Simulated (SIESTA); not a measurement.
**Pb under changes of volume**

One of the cells (29.900 Å³/atom); the others are scaled copies at fixed shape and fractional positions:

```xyz
2
Lattice="3.5030 0.0000 0.0000 -1.7515 3.0337 0.0000 0.0000 0.0000 5.6270" Properties=species:S:1:pos:R:3 pbc="T T T"
Pb    1.7515    1.0112    4.2203
Pb    0.0000    2.0225    1.4068
```

This isn't the form of Pb at room conditions, which is fcc.

| Property | Result |
| --- | --- |
| Program | SIESTA 5.4.2 |
| Functional | PBEsol |
| Potentials or basis | PseudoDojo 0.4 standard (PBEsol files) |
| Basis | DZP (energy shift 0.003 Ry; two zetas on semicore shells) |
| Grid cutoff | 500 Ry |
| Energy shift | 0.003 Ry |
| k mesh | 9 × 9 × 5 |
| Occupations | fermi-dirac, width 0.05 eV |
| Spin | no spin polarisation |

| volume (Å³/atom) | energy over the lowest point (meV/atom) | pressure (GPa) |
| --- | --- | --- |
| 27.555 | 42.20 | 5.3 |
| 28.141 | 25.47 | 3.9 |
| 28.727 | 13.67 | 2.8 |
| 29.900 | ? | ? |
| 30.486 | 0.00 | 0.0 |
| 31.073 | 1.52 | -0.7 |

Q: What does the run at 29.900 Å³/atom give?

A: Energy over the lowest point 1.24 meV/atom; pressure 0.8 GPa.

Worked out: A Birch-Murnaghan fit of order 3 (a polynomial in V^(-2/3)) to the other rows has its minimum at 30.45 Å³/atom with B0 = V·E''(V) = 39 GPa and B' = 6.0 at fixed shape and positions, which overstates the stiffness. It gives 1.30 meV/atom at 29.900 Å³/atom, against the run's 1.24, and -dE/dV = 0.7 GPa, against 0.8.

Energies are extrapolated to zero smearing.

Caveats: the basis of atomic orbitals isn't converged, which shifts pressures, moduli and gaps.
